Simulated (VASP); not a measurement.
# NaH (Fm-3m) in VASP: a series of runs, part 2 of 2

VASP 6.6.1. The steps go on from the part before.

### 4 Single point, PBE

This run uses another cell than the first one, of 13.78 Å³/atom, 0.977 times its volume.

The input, INCAR:

```
PREC     = Accurate       # precision mode
ENCUT    = 520            # plane-wave cutoff, eV
EDIFF    = 1E-6           # SCF threshold, eV
ISMEAR   = -1             # smearing method
SIGMA    = 0.02           # smearing width, eV
LREAL    = F              # projectors in reciprocal space
LASPH    = T              # aspherical terms in the spheres
NELM     = 100            # most SCF steps
ALGO     = Normal         # electronic algorithm
ISIF     = 2              # what is computed and relaxed
LWAVE    = F              # write WAVECAR
LCHARG   = F              # write CHGCAR
GGA      = PE             # functional
NBANDS   = 11             # bands
```

The input, KPOINTS:

```
Automatic mesh
0
Gamma
  10 10 10
```

The input, POSCAR:

```
NaH
1.0
    0.0000000000      2.3975116377      2.3975116377
    2.3975116377      0.0000000000      2.3975116377
    2.3975116377      2.3975116377      0.0000000000
Na H
1 1
Direct
    0.0000000000      0.0000000000      0.0000000000
    0.5000000000      0.5000000000      0.5000000000
```

Potentials or basis: VASP PAW PBE potentials, release 64 (Na_pv, H).

Command:

```bash
> cat potpaw_PBE.64/Na_pv/POTCAR potpaw_PBE.64/H/POTCAR > POTCAR
> mpirun -np 1 vasp_std > vasp.out
```

OUTCAR:

```text
PREC = Accurate
   ENCUT = 520
   EDIFF = 1E-6
   ISMEAR = -1
   LREAL = F
   LASPH = T
   NELM = 100
   ISIF = 2
   GGA = PE

 ion  position               nearest neighbor table
   1  0.000  0.000  0.000-
   2  0.500  0.500  0.500-

  LATTYP: Found a face centered cubic cell.
 ALAT       =     4.7950232754

  Lattice vectors:

 A1 = (   0.0000000000,   2.3975116377,   2.3975116377)
 A2 = (   2.3975116377,   0.0000000000,   2.3975116377)
 A3 = (   2.3975116377,   2.3975116377,   0.0000000000)

Analysis of symmetry for initial positions (statically):
=====================================================================
 Subroutine PRICEL returns:
 Original cell was already a primitive cell.

 Routine SETGRP: Setting up the symmetry group for a
 face centered cubic supercell.

 Subroutine GETGRP returns: Found 48 space group operations
 (whereof 48 operations were pure point group operations)
 out of a pool of 48 trial point group operations.

The static configuration has the point symmetry O_h .

Analysis of symmetry for dynamics (positions and initial velocities):
=====================================================================
 Subroutine PRICEL returns:
 Original cell was already a primitive cell.

 Routine SETGRP: Setting up the symmetry group for a
 face centered cubic supercell.

 Subroutine GETGRP returns: Found 48 space group operations
 (whereof 48 operations were pure point group operations)
 out of a pool of 48 trial point group operations.

The dynamic configuration has the point symmetry O_h .

 Subroutine INISYM returns: Found 48 space group operations
 (whereof 48 operations are pure point group operations),
 and found     1 'primitive' translations

----------------------------------------------------------------------------------------

                                     Primitive cell

  volume of cell :      27.5621

  direct lattice vectors                    reciprocal lattice vectors
     0.000000000  2.397511638  2.397511638    -0.208549561  0.208549561  0.208549561
     2.397511638  0.000000000  2.397511638     0.208549561 -0.208549561  0.208549561
     2.397511638  2.397511638  0.000000000     0.208549561  0.208549561 -0.208549561

  length of vectors
     3.390593474  3.390593474  3.390593474     0.361218436  0.361218436  0.361218436

  position of ions in fractional coordinates (direct lattice)
     0.000000000  0.000000000  0.000000000
     0.500000000  0.500000000  0.500000000

  ion indices of the primitive-cell ions
   primitive index   ion index
                 1           1
                 2           2

----------------------------------------------------------------------------------------

 KPOINTS: Automatic mesh

Automatic generation of k-mesh.
 Grid dimensions read from file:
 generate k-points for:   10   10   10

 Generating k-lattice:

  Cartesian coordinates                     Fractional coordinates (reciprocal lattice)
    -0.020854956  0.020854956  0.020854956     0.100000000  0.000000000  0.000000000
     0.020854956 -0.020854956  0.020854956     0.000000000  0.100000000  0.000000000
     0.020854956  0.020854956 -0.020854956     0.000000000  0.000000000  0.100000000

  Length of vectors
     0.036121844  0.036121844  0.036121844

  Shift w.r.t. Gamma in fractional coordinates (k-lattice)
     0.000000000  0.000000000  0.000000000

 Subroutine IBZKPT returns following result:
 ===========================================

 Found     47 irreducible k-points:

 Following reciprocal coordinates:
            Coordinates               Weight
  0.000000  0.000000  0.000000      1.000000
  0.100000  0.000000  0.000000      8.000000
  0.200000  0.000000  0.000000      8.000000
  0.300000  0.000000  0.000000      8.000000
  0.400000  0.000000  0.000000      8.000000
  0.500000  0.000000  0.000000      4.000000
[... 16 lines left out ...]
  0.300000  0.300000  0.000000      6.000000
  0.400000  0.300000  0.000000     24.000000
 [... further k-points ...]
   k-points           NKPTS =     47   k-points in BZ     NKDIM =     47   number of bands    NBANDS=     11
   number of dos      NEDOS =    301   number of ions     NIONS =      2
   total plane-waves  NPLWV =  21952
   dimension x,y,z NGX =    28 NGY =   28 NGZ =   28
   dimension x,y,z NGXF=    56 NGYF=   56 NGZF=   56
   ions per type =               1   1
   NGX,Y,Z   is equivalent  to a cutoff of  13.73, 13.73, 13.73 a.u.
   NGXF,Y,Z  is equivalent  to a cutoff of  27.46, 27.46, 27.46 a.u.
 SYSTEM =  unknown system
   PREC   = accura    normal or accurate (medium, high low for compatibility)
   ISTART =      0    job   : 0-new  1-cont  2-samecut
   ICHARG =      2    charge: 1-file 2-atom 10-const
   ISPIN  =      1    spin polarized calculation?
   LNONCOLLINEAR =      F non collinear calculations
   LSORBIT =      F    spin-orbit coupling
   LASPH  =      T    aspherical Exc in radial PAW
   ENCUT  =  520.0 eV  38.22 Ry    6.18 a.u.   6.30  6.30  6.30*2*pi/ulx,y,z
   NELM   =    100;   NELMIN=  2; NELMDL= -5     # of ELM steps
   EDIFF  = 0.1E-05   stopping-criterion for ELM
   LREAL  =      F    real-space projection
   EDIFFG = 0.1E-04   stopping-criterion for IOM
   NSW    =      0    number of steps for IOM
   IBRION =     -1    ionic relax: 0-MD 1-quasi-New 2-CG
   NFREE  =      0    steps in history (QN), initial steepest desc. (CG)
   ISIF   =      2    stress and relaxation
   ISYM   =      2    0-nonsym 1-usesym 2-fastsym
   POTIM  = 0.5000    time-step for ionic-motion
   TEBEG  =    0.0;   TEEND  =   0.0 temperature during run
   PSTRESS=    0.0 pullay stress
   NELECT =       8.0000    total number of electrons
   NUPDOWN=      -1.0000    fix difference up-down
   EMIN   =  10.00;   EMAX   =-10.00  energy-range for DOS
   EFERMI =   0.00;   METHOD = LEGACY
   ISMEAR =    -1;   SIGMA  =   0.02  broadening in eV -4-tet -1-fermi 0-gaus
   EFERMI_NEDOS =   21; number of points for ismear=-14 and -15
   IALGO  =     38    algorithm
   IMIX   =      4    mixing-type and parameters
     AMIX     =   0.40;   BMIX     =  1.00
     AMIX_MAG =   1.60;   BMIX_MAG =  1.00
  volume/ion in A,a.u.               =      13.78        93.00
  Fermi-wavevector in a.u.,A,eV,Ry     =   1.083929  2.048328 15.985508  1.174902
  Thomas-Fermi vector in A             =   2.220007
   LORBIT       =      0    0 simple, 1 ext, 2 COOP (PROOUT), +10 PAW based schemes
   GGA     = PE    functional components
[... 5 lines left out ...]
 non-spin polarized calculation
  energy-cutoff  :      520.00
  volume of cell :       27.56
 maximum number of plane-waves:       757
 NGX is ok and might be reduce to    28
   NGX = 13   NGY = 13   NGZ = 13

 number of electron       7.9999992 magnetization

 Free energy of the ion-electron system (eV)
  ---------------------------------------------------
  ext. energy  EPLUGINS =         0.00000000
  ---------------------------------------------------
  free energy    TOTEN  =        -5.08635572 eV

  energy without entropy =       -5.08635572  energy(sigma->0) =       -5.08635572

 E-fermi :  -0.5699     XC(G=0):  -7.8486

 val. band max:       -1.0567034974   @ k =  -0.3000   0.5000   0.2000
 cond. band min:       2.7609673244   @ k =   0.5000   0.0000   0.0000
 fundamental gap:      3.8176708218
 Fermi energy:        -0.5699474065

 k-point     1 :       0.0000    0.0000    0.0000
  band No.  band energies     occupation
      1     -23.1001      2.00000
      2     -23.1001      2.00000
      3     -23.1001      2.00000
      4      -4.7222      2.00000
      5       9.5871      0.00000
      6      14.7385      0.00000
      7      14.7385      0.00000
      8      14.7385      0.00000
      9      15.6542      0.00000
     10      15.6542      0.00000
     11      15.6542      0.00000
[... 309 lines left out ...]
 k-point    24 :       0.4000    0.3000    0.0000
  band No.  band energies     occupation
      1     -23.1744      2.00000
      2     -23.1294      2.00000
      3     -23.1263      2.00000
      4      -2.2024      2.00000
      5       4.8964      0.00000
      6       8.3189      0.00000
      7      10.3351      0.00000
      8      11.1434      0.00000
      9      13.0737      0.00000
     10      20.2485      0.00000
     11      21.7342      0.00000

 [... further k-points ...]

------------------------ aborting loop because EDIFF is reached ----------------------------------------

  FORCE on cell =-STRESS in cart. coord.  units (eV):
  Direction    XX          YY          ZZ          XY          YZ          ZX
  --------------------------------------------------------------------------------------
  -------------------------------------------------------------------------------------
  Total        0.0913555      0.0913555      0.0913555      0.0000000      0.0000000      0.0000000
  in kB        5.3104743      5.3104743      5.3104743      0.0000000      0.0000000      0.0000000
  external PRESSURE =       5.3104743 kB  Pullay stress =       0.0000000 kB

 VOLUME and BASIS-vectors are now :
 -----------------------------------------------------------------------------
  energy-cutoff  :      520.00
  volume of cell :       27.56
      direct lattice vectors                 reciprocal lattice vectors
     0.000000000  2.397511638  2.397511638    -0.208549561  0.208549561  0.208549561
     2.397511638  0.000000000  2.397511638     0.208549561 -0.208549561  0.208549561
     2.397511638  2.397511638  0.000000000     0.208549561  0.208549561 -0.208549561

 POSITION                                       TOTAL-FORCE (eV/Angst)
 -----------------------------------------------------------------------------------
      0.00000      0.00000      0.00000        -0.000000      0.000000     -0.000000
      2.39751      2.39751      2.39751         0.000000     -0.000000      0.000000
 -----------------------------------------------------------------------------------
    total drift:                               -0.000000     -0.000000     -0.000000

  FREE ENERGIE OF THE ION-ELECTRON SYSTEM (eV)
  ---------------------------------------------------
  free  energy   TOTEN  =        -5.0863557196 eV

  energy  without entropy=       -5.0863557196  energy(sigma->0) =       -5.08635572
```

Wall time 15 s (1 thread of Intel Xeon Platinum 8375C at 2.90GHz (Ice Lake), shared host); peak memory 0.15 GiB.

What came out:

```yaml
Free_energy: -5.0864 eV
Pressure: 0.5 GPa
Band_gap_on_the_k_mesh: 3.82 eV, indirect (least direct gap 4.67 eV)
```

### 5 Single point, LDA

This run uses another cell than the first one, of 12.88 Å³/atom, 0.913 times its volume.

The input, INCAR:

```
PREC = Accurate
ENCUT = 520
EDIFF = 1E-6
ISMEAR = -1
SIGMA = 0.02
LREAL = False
LASPH = True
NELM = 80
ALGO = Normal
ISIF = 2
LWAVE = False
LCHARG = False
GGA = CA
NBANDS = 11
```

The input, KPOINTS:

```
Automatic mesh
0
Gamma
  8 8 8
```

The input, POSCAR:

```
NaH
1.0
    0.0000000000      2.3442546712      2.3442546712
    2.3442546712      0.0000000000      2.3442546712
    2.3442546712      2.3442546712      0.0000000000
Na H
1 1
Direct
    0.0000000000      0.0000000000      0.0000000000
    0.5000000000      0.5000000000      0.5000000000
```

Potentials or basis: VASP PAW LDA potentials, release 64 (Na_pv, H).

Command:

```bash
> cat potpaw_LDA.64/Na_pv/POTCAR potpaw_LDA.64/H/POTCAR > POTCAR
> mpirun -np 1 vasp_std > vasp.out
```

OUTCAR:

```text
PREC = Accurate
   ENCUT = 520
   EDIFF = 1E-6
   ISMEAR = -1
   LREAL = False
   LASPH = True
   NELM = 80
   ISIF = 2
   GGA = CA

 ion  position               nearest neighbor table
   1  0.000  0.000  0.000-
   2  0.500  0.500  0.500-

  LATTYP: Found a face centered cubic cell.
 ALAT       =     4.6885093424

  Lattice vectors:

[... 519 lines left out ...]
     10      19.1186      0.00000
     11      21.3567      0.00000

 [... further k-points ...]

------------------------ aborting loop because EDIFF is reached ----------------------------------------

  FORCE on cell =-STRESS in cart. coord.  units (eV):
  Direction    XX          YY          ZZ          XY          YZ          ZX
  --------------------------------------------------------------------------------------
  -------------------------------------------------------------------------------------
  Total       -0.0051673     -0.0051673     -0.0051673     -0.0000000     -0.0000000      0.0000000
  in kB       -0.3213144     -0.3213144     -0.3213144     -0.0000000     -0.0000000      0.0000000
  external PRESSURE =      -0.3213144 kB  Pullay stress =       0.0000000 kB

 VOLUME and BASIS-vectors are now :
 -----------------------------------------------------------------------------
  energy-cutoff  :      520.00
  volume of cell :       25.77
      direct lattice vectors                 reciprocal lattice vectors
     0.000000000  2.344254671  2.344254671    -0.213287407  0.213287407  0.213287407
     2.344254671  0.000000000  2.344254671     0.213287407 -0.213287407  0.213287407
     2.344254671  2.344254671  0.000000000     0.213287407  0.213287407 -0.213287407

 POSITION                                       TOTAL-FORCE (eV/Angst)
 -----------------------------------------------------------------------------------
      0.00000      0.00000      0.00000         0.000000     -0.000000      0.000000
      2.34425      2.34425      2.34425        -0.000000      0.000000     -0.000000
 -----------------------------------------------------------------------------------
    total drift:                               -0.000000     -0.000000      0.000000

  FREE ENERGIE OF THE ION-ELECTRON SYSTEM (eV)
  ---------------------------------------------------
  free  energy   TOTEN  =        -5.4084223699 eV

  energy  without entropy=       -5.4084223699  energy(sigma->0) =       -5.40842237
```

Run time: 8.4 s. Hardware: 1 thread of Intel Xeon Platinum 8375C at 2.90GHz (Ice Lake), shared host; peak memory 0.13 GiB.

Results:

```
Free energy            : -5.4084 eV
Pressure               : 0.0 GPa
Band gap on the k mesh : 3.55 eV, indirect (least direct gap 4.51 eV)
```

Levels at points of the mesh, in eV from the valence-band top:
| k point | band 1 | band 2 | band 3 | band 4 | band 5 | band 6 | band 7 | band 8 |
| --- | --- | --- | --- | --- | --- | --- | --- | --- |
| (0.00, 0.00, 0.00) | -22.03 | -22.03 | -22.03 | -4.06 | 11.21 | 15.85 | 15.85 | 15.85 |
| (0.50, 0.00, 0.00) | -22.16 | -22.04 | -22.04 | -0.96 | 3.55 | 11.21 | 13.63 | 13.63 |
| (0.50, 0.50, 0.00) | -22.15 | -22.07 | -22.07 | -0.22 | 4.47 | 9.99 | 10.89 | 10.89 |

### 6 Relaxation of cell and atoms, LDA

The input, INCAR:

```
ALGO     = Fast           # electronic algorithm
EDIFF    = 1E-7           # SCF threshold, eV
EDIFFG   = -0.005         # ionic threshold
ENCUT    = 600            # plane-wave cutoff, eV
GGA      = CA             # functional
IBRION   = 2              # ionic algorithm
ISIF     = 3              # what is computed and relaxed
ISMEAR   = -1             # smearing method
LASPH    = T              # aspherical terms in the spheres
LCHARG   = F              # write CHGCAR
LREAL    = F              # projectors in reciprocal space
LWAVE    = F              # write WAVECAR
NELM     = 80             # most SCF steps
NSW      = 80             # ionic steps
PREC     = Accurate       # precision mode
SIGMA    = 0.02           # smearing width, eV
```

The input, KPOINTS:

```
k-points
0
Gamma
  8 8 8
```

The input, POSCAR:

```
NaH
1.0
    0.0000000000      2.4160403265      2.4160403265
    2.4160403265      0.0000000000      2.4160403265
    2.4160403265      2.4160403265      0.0000000000
Na H
1 1
Direct
    0.0000000000      0.0000000000      0.0000000000
    0.5000000000      0.5000000000      0.5000000000
```

Potentials or basis: VASP PAW LDA potentials, release 64 (Na_pv, H).

Command:

```bash
> cat potpaw_LDA.64/Na_pv/POTCAR potpaw_LDA.64/H/POTCAR > POTCAR
> mpirun -np 1 vasp_std > vasp.out
```

It took 28 s on 1 thread of Intel Xeon Platinum 8375C at 2.90GHz (Ice Lake), shared host; peak memory 0.14 GiB.

The run converged. Its results:

| Quantity | Value |
| --- | --- |
| Free energy | -5.4092 eV |
| Relaxed volume | 12.91 Å³/atom |
| Relaxed cell | a = 3.317 Å, b = 3.317 Å, c = 3.317 Å, α = 60.00°, β = 60.00°, γ = 60.00° |
| Space group after relaxing (to 0.05 Å) | Fm-3m (No. 225) |
| Energy gained by relaxing | 8.4 meV/atom |
| Ionic steps | 4 |
| Pressure after relaxing | 0.0 GPa |
| Band gap on the k mesh | 3.54 eV, indirect (least direct gap 4.50 eV) |

Step by step:
```tsv
step	energy change (eV)	largest force (eV/Å)	pressure (GPa)	volume (Å³)
1	0.0000	0.0000	-2.09	28.21
2	-0.0085	0.0000	-1.57	27.46
3	-0.0167	0.0000	0.30	25.53
4	-0.0169	0.0000	0.00	25.81
```

Final structure:
```cif
data_structure
_symmetry_space_group_name_H-M 'P 1'
_symmetry_Int_Tables_number 1
_cell_length_a 3.3173
_cell_length_b 3.3173
_cell_length_c 3.3173
_cell_angle_alpha 60.000
_cell_angle_beta 60.000
_cell_angle_gamma 60.000
_cell_volume 25.81
loop_
_atom_site_label
_atom_site_type_symbol
_atom_site_fract_x
_atom_site_fract_y
_atom_site_fract_z
_atom_site_occupancy
Na1 Na 0.00000 0.00000 0.00000 1
H1 H 0.50000 0.50000 0.50000 1
```

Levels at points of the mesh, in eV from the valence-band top:
```csv
k point,band 1,band 2,band 3,band 4,band 5,band 6,band 7,band 8
"(0.00, 0.00, 0.00)",-22.03,-22.03,-22.03,-4.05,11.20,15.84,15.84,15.84
"(0.50, 0.00, 0.00)",-22.16,-22.05,-22.05,-0.96,3.54,11.20,13.62,13.62
"(0.50, 0.50, 0.00)",-22.15,-22.07,-22.07,-0.22,4.47,9.98,10.88,10.88
```

### 7 Summary

| task | level | potentials or basis | cell | k mesh | cutoff (eV) | gap on the mesh (eV) | pressure (GPa) | relaxed volume (Å³/atom) |
| --- | --- | --- | --- | --- | --- | --- | --- | --- |
| single point | PBE | VASP PAW PBE potentials, release 64 (Na_pv, H) | Fm-3m, 14.1 Å³/atom | 8 × 8 × 8 | 520 | 3.76 | 0.0 | - |
| relaxation of cell and atoms | PBE | VASP PAW PBE potentials, release 64 (Na_pv, H) | relaxed | 8 × 8 × 8 | 600 | 3.76 | 0.0 | 14.12 |
| single point | PBE | VASP PAW PBE potentials, release 64 (Na_pv, H) | Fm-3m, 13.78 Å³/atom | 10 × 10 × 10 | 520 | 3.82 | 0.5 | - |
| single point | LDA | VASP PAW LDA potentials, release 64 (Na_pv, H) | Fm-3m, 12.88 Å³/atom | 8 × 8 × 8 | 520 | 3.55 | 0.0 | - |
| relaxation of cell and atoms | LDA | VASP PAW LDA potentials, release 64 (Na_pv, H) | relaxed | 8 × 8 × 8 | 600 | 3.54 | 0.0 | 12.91 |

Alike in all rows: no spin polarisation; smearing fermi-dirac 0.02 eV.

Total energies depend on the potentials used, so only differences within one code and one set of settings carry meaning.
